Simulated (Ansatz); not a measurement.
Ta: enthalpy against pressure

Ta, Im-3m, a = 3.319 Å. Ansatz: PBE, PAW, 420 eV, Γ-centred 18×18×18 mesh on 1 atom, Gaussian smearing 0.10 eV; no spin polarisation. Cell and atoms are relaxed at each pressure, and no other structure is tried, so the rows at high pressure may lie past a change of phase. y is the enthalpy over the state at zero pressure; there V0 = 18.282 Å³/atom. The pressures are the targets, met within 0.06 GPa.

```tsv
P (GPa)	y (eV/atom)
-2.0	-0.2293
0.0	0.0000
2.0	0.2270
5.0	0.5633
10.0	?
20.0	2.1793
40.0	4.2014
```

Question: Fit y = c1 P + c2 P² + c3 P³ to the other rows, say what c1 and c2 mean, and predict the missing value.

Answer: Least squares on the rows shown. y = 0.11405 P − 0.00028314 P² + 1.4443×10⁻⁶ P³. Since dH/dP = V, c1 is V0: 0.11405 eV/GPa × 160.2 = 18.271 Å³ against 18.282; c2 = −V0/(2B0) gives B0 = 201 GPa, where a Birch–Murnaghan fit to the volumes of the same runs (not shown) gives 194 GPa: a cubic over this range folds the higher terms into c2. At P = 10.0 the fit asked for gives 1.1136 eV/atom. The run gave 1.1134 eV/atom, so the fit is 0.0002 eV/atom too high, a small miss on the scale of the series.

Spin–orbit coupling is left out, which can shift energies with elements as heavy as these.